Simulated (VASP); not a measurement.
# AlCu: convergence, energy along a vibration (SMASS = -2)

AlCu, Pm-3m (no. 221), atoms displaced along the mode, 2 atoms in the cell. PBEsol, energy along a line of displacements; PAW potentials Cu, Al (PBE set). VASP 6.6.1.

Wanted: harmonic frequency within 1 %.

Space group without the displacement: Pm-3m (no. 221); Mode: optical mode at Gamma along x; Step along the mode (Å): 0.02.

POSCAR:
```
AlCu
1.0
    2.9975090000      0.0000000000      0.0000000000
    0.0000000000      2.9975090000      0.0000000000
    0.0000000000      0.0000000000      2.9975090000
Cu Al
1 1
Direct
    0.4920454523      0.5000000000      0.5000000000
    0.0187342796      0.0000000000      0.0000000000

    0.0059609571   0.0000000000   0.0000000000
   -0.0140390429   0.0000000000   0.0000000000
```

The series start from k mesh: 6 × 6 × 6; Cutoff (eV): 390; Step along the mode (Å): 0.02; Precision and projection: Accurate, reciprocal space. Each series keeps the choices made before it, and each single choice may use up half of a tolerance.

## k mesh

| k mesh | Harmonic frequency (THz) | Time (s) |
|---|---|---|
| 3 × 3 × 3 | 7.241 | 17 |
| 4 × 4 × 4 | 7.11 | 30 |
| 5 × 5 × 5 | 6.807 | 47 |
| 6 × 6 × 6 | 6.945 | 60 |
| 8 × 8 × 8 | 6.92 | 124 |
| 10 × 10 × 10 | 6.836 | 276 |
| 13 × 13 × 13 (reference) | 6.919 | 634 |

Chosen: 13 × 13 × 13; the next looser run is off by more than half of the tolerance, so convergence isn't shown beyond this value.

## Cutoff (eV)

| Cutoff (eV) | Harmonic frequency (THz) | Time (s) |
|---|---|---|
| 210 | 6.589 | 261 |
| 260 | 7.068 | 244 |
| 300 | 6.969 | 385 |
| 340 | 6.957 | 417 |
| 390 | 6.919 | 634 |
| 450 (reference) | 6.938 | 1097 |

Chosen: 300, the loosest value from which every tighter one stays within half of the tolerance.

## All choices together

| Input | Harmonic frequency (THz) | Time (s) |
|---|---|---|
| defaults on a coarse mesh (naive) | 7.262 | 4.3 |
| chosen settings | 6.969 | 385 |
| reference settings throughout | 6.938 | 1097 |

The chosen settings stay within the tolerance of the reference run, but the reference itself isn't shown to be converged in: k mesh.

## The input

INCAR:
```
GGA      = PS             # functional
PREC     = Accurate       # precision mode
ENCUT    = 300            # plane-wave cutoff, eV
EDIFF    = 1E-7           # SCF threshold, eV
ALGO     = Normal         # electronic algorithm
LREAL    = False          # projectors in reciprocal space
LASPH    = True           # aspherical terms in the spheres
ISMEAR   = 1              # smearing method
SIGMA    = 0.15           # smearing width, eV
ISYM     = 0            
LWAVE    = False          # write WAVECAR
LCHARG   = False          # write CHGCAR
IBRION   = 0              # ionic algorithm
SMASS    = -2           
POTIM    = 1              # step
NSW      = 9              # ionic steps
NELMIN   = 4            
IWAVPR   = 11           
KPAR     = 2             
```

KPOINTS:
```
Automatic mesh
0
Gamma
  13 13 13
  0 0 0
```

Commands:
```
cat potpaw_PBE.64/Cu/POTCAR potpaw_PBE.64/Al/POTCAR > POTCAR
mpirun -np 2 vasp_std > vasp.out
```

The chosen input took VASP 6.6.1 385 s on 2 cores (AMD EPYC 7R43 (Zen 3)), a shared host.

## An input that fails: SMASS left out, so the atoms move under their forces

It runs to its end, but against the unchanged starting input it is off by 1.9 % in the harmonic frequency.

Changes against the starting input:
```
- SMASS = -2
```
